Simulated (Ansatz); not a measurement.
# LiHF2: what symmetry allows forces and stress to be

```
Li H F
1.0
     1.39616    0.80607    4.54887
    -1.39616    0.80607    4.54887
     0.00000   -1.61214    4.54887
Li H F
1 1 2
Direct
  0.00000 0.00000 0.00000
  0.50000 0.50000 0.50000
  0.42950 0.42950 0.42950
  0.57050 0.57050 0.57050
```

These are results of Ansatz, DFT PBEsol, scalar-relativistic, plane waves, PAW, not measurements.

Cutoff 420 eV; k points 9×9×9 on the computed 4-atom cell (Γ-centred); Gaussian smearing, width 0.02 eV; no spin polarisation.

This distorted cell has space group R-3m, with 12 operations.

Task: Without a calculation: in which directions can each atom feel a force?

Result: A force must be left unchanged by every operation that keeps its atom in place, so it lies in the space that those operations leave fixed. Atoms that the group maps onto each other feel forces of one size.
| atom | site symmetry | operations at the site | equivalent to atom | allowed force (Cartesian) |
| --- | --- | --- | --- | --- |
| Li1 | -3m | 12 | 1 | none |
| H2 | -3m | 12 | 2 | none |
| F3 | 3m | 6 | 3 | along (0.00, 0.00, 1.00) |
| F4 | 3m | 6 | 3 | along (0.00, 0.00, 1.00) |

That leaves 1 independent force component of 12. A relaxation in this cell that keeps the symmetry moves the atoms in these directions alone.

Task: And the stress tensor?

Result: It must be invariant under the point group, which leaves 2 independent components: yz, xz, xy vanish; xx = yy.

Task: Do the computed values obey this?

Result: Yes. Forces (eV/Å):
```
Li1   0.000   0.000   0.000
H2    0.000   0.000   0.000
F3    0.000   0.000 -10.248
F4    0.000   0.000  10.248
```

Stress (GPa, compression positive, xx yy zz yz xz xy): 4.78 4.78 79.73 0.00 0.00 0.00. The program imposes the same operations on density, forces and stress, so this confirms the analysis and is no independent test of the calculation.